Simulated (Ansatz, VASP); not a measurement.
# One calculation of Sc, two programs

File INCAR:

```
SYSTEM = Sc
PREC     = Accurate       ! precision mode
ENCUT    = 520            ! plane-wave cutoff, eV
EDIFF    = 1E-6           ! SCF threshold, eV
ISMEAR   = -1             ! smearing method
SIGMA    = 0.1            ! smearing width, eV
LREAL    = .False.        ! projectors in reciprocal space
LASPH    = .True.         ! aspherical terms in the spheres
NELM     = 60             ! most SCF steps
ALGO     = Normal         ! electronic algorithm
ISIF     = 2              ! what is computed and relaxed
LWAVE    = .False.        ! write WAVECAR
LCHARG   = .False.        ! write CHGCAR
GGA      = PS             ! functional
NBANDS   = 18             ! bands
```

Contents of KPOINTS:

```
Automatic mesh
0
Gamma
  15 15 8
  0 0 0
```

File POSCAR:

```
Sc
1.0
    2.7124674807      0.0000000000      0.0000000000
   -1.3562337404      2.3490657453      0.0000000000
    0.0000000000      0.0000000000      4.3192968528
Sc
2
Direct
    0.3333333333      0.6666666667      0.2500000000
    0.6666666667      0.3333333333      0.7500000000
```

Input for Ansatz:

```yaml
crystal:
  lattice:
    - [2.7124674807, 0.0, 0.0]
    - [-1.3562337404, 2.3490657453, 0.0]
    - [0.0, 0.0, 4.3192968528]
  atoms:
    - { symbol: Sc, position: [0.3333333333, 0.6666666667, 0.25] }
    - { symbol: Sc, position: [0.6666666667, 0.3333333333, 0.75] }
kpoints:
  mp_grid: { grid: [15, 15, 8] }
  band_path:
    path:
      - [0.0, 0.0, 0.0]
      - [0.5, 0.0, 0.0]
      - [0.3333333333, 0.3333333333, 0.0]
      - [0.0, 0.0, 0.0]
      - [0.0, 0.0, 0.5]
      - [0.5, 0.0, 0.5]
      - [0.3333333333, 0.3333333333, 0.5]
      - [0.0, 0.0, 0.5]
      - [0.5, 0.0, 0.5]
    npoints: 8
scf:
  occupations: { method: fermi_dirac, width: 0.1 }
hamiltonian:
  xc: pbesol
  pseudopotentials: { kind: all_electron, lapw: { basis_error: 0.001 } }
output:
  forces: true
  stress: true
  eigenvalues: true
  populations: true
  dos: { projected: true, de: 0.2, e_range: [-14, 8] }
```

Change from the starting cell: volume scaled by 0.58, LAPW.

Alike in both runs: task single point; functional PBEsol; k mesh 15 × 15 × 8; occupations fermi-dirac, width 0.1 eV; no spin polarisation.

|  | VASP | Ansatz |
| --- | --- | --- |
| version | VASP 6.6.1 | Ansatz 0.2.0 |
| potentials or method | VASP PAW PBE potentials, release 64 (Sc_sv) | all-electron LAPW, scalar-relativistic |
| plane-wave cutoff (eV) | 520 | see its input |

VASP gave:

| Item | Value |
| --- | --- |
| pressure (GPa) | 67.8 |
| largest component of the traceless stress (GPa) | 0.12 |

Problem. What did Ansatz give for the same quantities?

Solution. Pressure (GPa): 67.1; largest component of the traceless stress (GPa): 0.00.

Ansatz ran all-electron here, so the differences hold the error of VASP's frozen core and of both bases.

Caveats: the cell as given lies far from equilibrium; so large a pressure means that the cell lies far from this level's equilibrium, or that cutoff or potentials fall short (VASP); the potentials were made for another functional, which shifts forces and pressure (VASP).
